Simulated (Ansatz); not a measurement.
Input of an Ansatz 0.2.0 run:

The input input.yaml:

```yaml
crystal:
  lattice:
    - [3.2115377864, 0.0, 0.0]
    - [-1.6057688932, 2.7812733083, 0.0]
    - [0.0, 0.0, 10.35684]
  atoms:
    - { symbol: Ga, position: [0.0, 0.0, 0.785868] }
    - { symbol: Ga, position: [0.6666666667, 0.3333333333, 0.037349] }
    - { symbol: Ga, position: [0.3333333333, 0.6666666667, 0.537349] }
    - { symbol: Ga, position: [0.0, 0.0, 0.285868] }
    - { symbol: "N", position: [0.0, 0.0, 0.093038] }
    - { symbol: "N", position: [0.6666666667, 0.3333333333, 0.343745] }
    - { symbol: "N", position: [0.0, 0.0, 0.593038] }
    - { symbol: "N", position: [0.3333333333, 0.6666666667, 0.843745] }
kpoints:
  mp_grid: { grid: [10, 10, 3] }
  band_path:
    path:
      - [0.0, 0.0, 0.0]
      - [0.5, 0.0, 0.0]
      - [0.3333333333, 0.3333333333, 0.0]
      - [0.0, 0.0, 0.0]
      - [0.0, 0.0, 0.5]
      - [0.5, 0.0, 0.5]
      - [0.3333333333, 0.3333333333, 0.5]
      - [0.0, 0.0, 0.5]
    npoints: 12
scf:
  occupations: { method: fermi_dirac, width: 0.05 }
hamiltonian:
  xc: lda
  pseudopotentials: { kind: all_electron, lapw: { basis_error: 0.002 } }
output:
  forces: true
  stress: true
  eigenvalues: true
```

Potentials or basis: all-electron LAPW, scalar-relativistic.

Run with:

```sh
$ ansatz run input.yaml --threads 4 --pin off --max-ram 12288MiB --backend cpu --events-out ev --progress --plain --runs-dir out
```

(1) What does it give for the band gap on the k mesh?

(2) Estimate the band gap along the path.

## Answers

(1) 0.83 eV, direct.

(2) 0.83 eV, direct.

**The experiment to reproduce.**

“Studying electronic properties in GaN without electrical contacts using γ-γ vs e−-γ Perturbed Angular Correlations”, 2019, pmc:6823545 quotes, for a bulk crystal of GaN: band gap 3.503 ± 0.005 eV (direct).

Against the measured gap of GaN, 3.503 eV (direct; quoted in “Studying electronic properties in GaN without electrical contacts using γ-γ vs e−-γ Perturbed Angular Correlations”, 2019, pmc:6823545), the calculated 0.83 eV is off by -2.68 eV. So large a miss can be the level of theory's own, or it may mean another phase, state or a wrong row. Spin-orbit coupling on Ga is left out. The value is that of LDA, without temperature or zero-point motion. Semilocal functionals fall short of measured gaps as a rule. The cell is a database's relaxed one, not the measured one, which moves gaps too.
